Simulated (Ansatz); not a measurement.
# CdTe: the cost of one run

Method: DFT r2SCAN, scalar-relativistic, plane waves, PAW, in Ansatz 0.2.0.

The COD entry's cell or inner coordinates are ideal or old and differ from later refinements, so a difference from it is no clean test against experiment.

1 further run of the same task is left out (set aside as unsound or not needed).

**1. The structure to begin with**

It takes space group F-43m (No. 216, cubic). Conventional cell: a = 6.556 Å, b = 6.556 Å, c = 6.556 Å, α = 90.00°, β = 90.00°, γ = 90.00°. Cd (site symmetry -43m) is surrounded by 4 Te at 2.84 Å. Around Te (site symmetry -43m) lie 4 Cd at 2.84 Å.

As a file:

```cif
data_structure
_symmetry_space_group_name_H-M 'P 1'
_symmetry_Int_Tables_number 1
_cell_length_a 4.6356
_cell_length_b 4.6356
_cell_length_c 4.6356
_cell_angle_alpha 60.000
_cell_angle_beta 60.000
_cell_angle_gamma 60.000
_cell_volume 70.44
loop_
_atom_site_label
_atom_site_type_symbol
_atom_site_fract_x
_atom_site_fract_y
_atom_site_fract_z
_atom_site_occupancy
Cd1 Cd 0.00000 0.00000 0.00000 1
Te1 Te 0.25000 0.25000 0.25000 1
```

This cell was relaxed beforehand with the same method: volume 35.22 Å³/atom, gap on the mesh 1.17 eV.

**2. Static run: bands, density of states and charges**

input.yaml

```yaml
crystal:
  lattice:
    - [0.0, 3.2778966153, 3.2778966153]
    - [3.2778966153, 0.0, 3.2778966153]
    - [3.2778966153, 3.2778966153, 0.0]
  atoms:
    - { symbol: Cd, position: [0.0, 0.0, 0.0] }
    - { symbol: Te, position: [0.25, 0.25, 0.25] }
basis:
  ecutwfc: 500
kpoints:
  mp_grid: { grid: [8, 8, 8] }
  band_path:
    path:
      - [[0.0, 0.0, 0.0], [-0.5, -0.5, 0.0], [-0.375, -0.375, 0.25]]
      - [[-0.375, 0.0, 0.375], [0.0, 0.0, 0.0], [0.0, 0.0, 0.5], [-0.5, -0.25, 0.25], [-0.5, -0.5, 0.0]]
    npoints: 14
hamiltonian:
  xc: r2scan
scf:
  occupations: { method: gaussian, width: 0.02 }
  n_extra_bands: 6
output:
  forces: true
  stress: true
  eigenvalues: true
  populations: true
  dos: { projected: true, de: 0.02, nscf_kmesh: { grid: [12, 12, 12] } }
  bader: true
```

The run is started by

```console
$ ansatz run input.yaml --threads 1 --pin off --max-ram 2560MiB --backend cpu --events-out ev --progress --plain --runs-dir out
```

Q: Estimate wall time and peak memory on 1 thread of Intel Xeon Platinum 8488C (Sapphire Rapids), shared host.

About 43 s, with a peak of 0.6 GiB.
